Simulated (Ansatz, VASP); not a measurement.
## One calculation of Sb, two programs

```
Sb
1.0
    -1.76038    1.76038    1.76038
     1.76038   -1.76038    1.76038
     1.76038    1.76038   -1.76038
Sb
1
Direct
  0.00000 0.00000 0.00000
```

Alike in both runs: functional PBE; k mesh 15 × 15 × 15; occupations fermi-dirac, width 0.08 eV; no spin polarisation.

Ansatz relaxed the structure, and its values are those at the end. VASP's run is a single point on that final structure, the one shown.

|  | VASP | Ansatz |
| --- | --- | --- |
| version | VASP 6.6.1 | Ansatz 0.2.0 |
| potentials or method | VASP PAW PBE potentials, release 64 (Sb) | PAW with Ansatz's default frozen-core files, scalar-relativistic |
| plane-wave cutoff (eV) | 520 | 420 |
| valence electrons in the cell | 5 | 15 |

|  | VASP | Ansatz | Ansatz less VASP |
| --- | --- | --- | --- |
| pressure (GPa) | 22.0 | 22.0 | +0.01 |

With one functional, cell and mesh, what is left measures potentials, basis and numerics. The two sets of potentials don't hold the same shells in valence.

Caveats: so large a pressure means that the cell lies far from this level's equilibrium, or that cutoff or potentials fall short (VASP). Spin-orbit coupling is left out, which matters for the levels of Sb.
